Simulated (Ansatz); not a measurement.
# ZrN: the cost of one run

Computed with Ansatz 0.2.0 (DFT PBEsol, frozen-core PAW and all-electron LAPW, scalar-relativistic unless said, unless a step's input says otherwise).

The COD entry's cell or inner coordinates are ideal or old and differ from later refinements, so a difference from it is no clean test against experiment.

### Step 1. Starting point

The structure is cubic, space group Fm-3m (No. 225). The conventional cell has a = 4.600 Å, b = 4.600 Å, c = 4.600 Å, α = 90.00°, β = 90.00°, γ = 90.00°. Zr (site symmetry m-3m) is surrounded by 6 N at 2.30 Å. N (site symmetry m-3m) has 6 Zr at 2.30 Å as nearest neighbours.

Structure file:

```
CELL_PARAMETERS angstrom
0.00000 2.30000 2.30000
2.30000 0.00000 2.30000
2.30000 2.30000 0.00000
ATOMIC_POSITIONS crystal
Zr 0.50000 0.50000 0.50000
N 0.00000 0.00000 0.00000
```

Cartesian axes are those of the input's lattice vectors. The structure goes back to a database entry.

### Step 2. Cell and atoms relaxed, PAW

Input file input.yaml:

```yaml
crystal:
  lattice:
    - [0.0, 2.3, 2.3]
    - [2.3, 0.0, 2.3]
    - [2.3, 2.3, 0.0]
  atoms:
    - { symbol: Zr, position: [0.5, 0.5, 0.5] }
    - { symbol: "N", position: [0.0, 0.0, 0.0] }
kpoints:
  mp_grid: { grid: [16, 16, 16] }
scf:
  occupations: { method: fermi_dirac, width: 0.05 }
hamiltonian:
  xc: pbesol
  pseudopotentials: { kind: paw }
relax:
  f_tol: 0.002
  max_steps: 80
  cell: {}
output:
  forces: true
  stress: true
```

On the command line:

```bash
> ansatz run input.yaml --threads 1 --pin off --max-ram 2560MiB --backend cpu --events-out ev --progress --plain --runs-dir out
```

**Question.** How long does this run take on 1 thread of Intel Xeon Platinum 8559C (Emerald Rapids), shared host, and how much memory does it need?

About 8.9 s, with a peak of 0.41 GiB.
